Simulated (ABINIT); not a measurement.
Runs of ABINIT 10.8.3 (patched build) on NiO. The structure is cubic, space group Fm-3m (No. 225). Conventional cell: a = 4.172 Å, b = 4.172 Å, c = 4.172 Å, α = 90.00°, β = 90.00°, γ = 90.00°. Ni (site symmetry m-3m) has 6 O at 2.09 Å as nearest neighbours. O (site symmetry m-3m) has 6 Ni at 2.09 Å as nearest neighbours. 

```csv
task,level,potentials or basis,U,cell,k mesh,cutoff (eV),double counting (usepawu),fine-grid cutoff,occupation projector (dmatpuopt),cutoff smearing ecutsm (Ha),stop of the response cycle (tolvrs),gap on the mesh (eV),pressure (GPa),moment (μB)
single point,PW91+U,JTH PAW PBE v2.0,Ni d U = 2 eV,cell relaxed,8 × 8 × 8,1116,1,1714.32 eV,-,-,-,none,(b),0.00
phonons,PW91+U,JTH PAW PBE v2.0,Ni d U = 2 eV,cell relaxed at zero pressure by an earlier run,"6 × 6 × 6, with 4 shifts",1116,1,1714.32 eV,1,0.5,1e-08,-,-0.1,0.00
optical spectrum,PBEsol,PseudoDojo NC SR PBEsol v0.4.1 standard,-,volume scaled by 1.04,"8 × 8 × 8, with 4 shifts",1225,-,-,-,-,-,-,(a),0.00
relaxation of cell and atoms,PW91+U,JTH PAW PBE v2.0,Ni d U = 2 eV,relaxed,8 × 8 × 8,1116,1,1714.32 eV,-,0.5,-,none,0.0,0.00
single point,PBEsol,PseudoDojo NC SR PBEsol v0.4.1 standard,-,cell stretched,8 × 8 × 8,1225,-,-,-,-,-,none,-12.3,1.79
```

Alike in all rows: spin collinear, ferromagnetic start; smearing fermi-dirac 0.05 eV.

Estimate the missing entries.

(a) -19.5; (b) -0.3.

Caveats: this build's PW91 may differ from other programs' (some runs); the PAW data sets were made with another functional, which shifts forces and pressure a little (some runs); Libxc's GGAs can fail where the two spin gradients oppose each other (some runs); small starting moments can end in a higher magnetic state in this program (some runs); the mesh is coarse for a metal's response (some runs); this build's spin-polarised response under this functional may be imprecise (some runs); the intraband (Drude) term is left out (some runs).

A gap of «none» marks a metal or a gap under the smearing width.
